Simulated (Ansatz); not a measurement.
# The polar optical mode of AlP at 20 GPa, worked through

All numbers below come from DFT LDA, scalar-relativistic, plane waves, PAW (Ansatz 0.2.0). Plane waves to 420 eV; Γ-centred k mesh 10×10×10; fixed occupations. No spin polarisation. Phonons by linear response, acoustic sum rule imposed.

The cell, relaxed at 20 GPa:
```yaml
crystal:
  lattice:
    - [0.00000, 2.57545, 2.57545]
    - [2.57545, 0.00000, 2.57545]
    - [2.57545, 2.57545, 0.00000]
  atoms:
    - { symbol: Al, position: [0.00000, 0.00000, 0.00000] }
    - { symbol: P, position: [0.75000, 0.75000, 0.75000] }
```

Other phases may be more stable at this pressure.

Linear response gives ν_TO = 532.5 cm⁻¹, Born charges ±2.126 e (positive on Al) and ε∞ = 8.349. The primitive cell holds 34.166 Å³, and the masses are 26.982 and 30.974 amu.

Question: Find ν_LO and the static dielectric constant.

Answer: The long-wave field adds a restoring force: ω_LO² − ω_TO² = Z*²e²/(ε_vac ε∞ μV). In these units ν_LO² − ν_TO² = 4.92064×10⁷ Z*²/(μ V ε∞) cm⁻², with μ = m₁m₂/(m₁ + m₂) = 14.420 amu: 54060 cm⁻². So ν_LO = √(532.5² + 54060) = 581.0 cm⁻¹, and the run gives 581.0. Lyddane–Sachs–Teller then gives ε0 = ε∞ (ν_LO/ν_TO)² = 9.94, against 9.94 in the run (it forms both from the same three quantities, so the match checks the arithmetic only). Between ν_TO and ν_LO the dielectric function is negative and an undamped crystal reflects fully: a reststrahlen band from 17.2 to 18.8 μm.

Question: What do the Clausius–Mossotti polarisability and the Szigeti charge come to?

Answer: With the Lorentz local field, α = (3V/4π)(ε∞ − 1)/(ε∞ + 2) = 5.79 Å³ for the pair, and e_S = 3Z*/(ε∞ + 2) = 0.62 e. The Born charge includes the electrons' response to the dipole's own local field, and e_S takes that enhancement out. The Lorentz field assumes point-like polarisable ions, a poor picture once ε∞ is this large, since the electron clouds then overlap or are shared, so both numbers are formal here.

Question: How strongly does a slow electron couple to the LO mode?

Answer: For one isotropic parabolic band, Fröhlich's constant is α_F = (1/ε∞ − 1/ε0) √(m* Ry/ħω_LO), with Ry = 13.606 eV, ħω_LO = 72.0 meV and m* in free-electron masses: α_F = 0.0192 × 13.74 × √m* = 0.26 √m*. The band mass isn't part of this run; for m* = 0.1, 0.3 and 1 it gives 0.08, 0.14, 0.26. In weak coupling the polaron lies α_F ħω_LO below the band edge (10 meV at m* = 0.3) with a mass m*(1 + α_F/6); past α_F of about 5 or 6 that expansion fails. A semilocal functional's ε∞ tends to be too large, which taken alone lowers α_F.

Cost: 1 run of about 0.76 core-minutes, on AMD EPYC 7R43 (Zen 3) (shared hosts).

The lattice adds little to the screening in compressed AlP: the dielectric constant rises only from 8.349 to 9.94 once the ions can follow the field. The bonds are polar but largely covalent, built from sp³ hybrids, and their easily polarised electrons supply most of the response. The Born charge of 2.126 e is still sizeable, but the stiff restoring force on the TO displacement limits how far the sublattices move in a static field, whatever the atomic masses, while the electrons screen the long-range field that lifts the LO mode.

The same balance keeps the Fröhlich coupling weak for all three trial masses, as the factor 0.0192 measures how little the ions add to the screening. At fixed Born charge and TO frequency, the ionic part of the static constant doesn't depend on ε∞, so an error in the electronic screening would alter the LO–TO splitting and the coupling but leave that part unchanged. With a single volume, the calculation doesn't show whether compression strengthens or weakens the polar response.
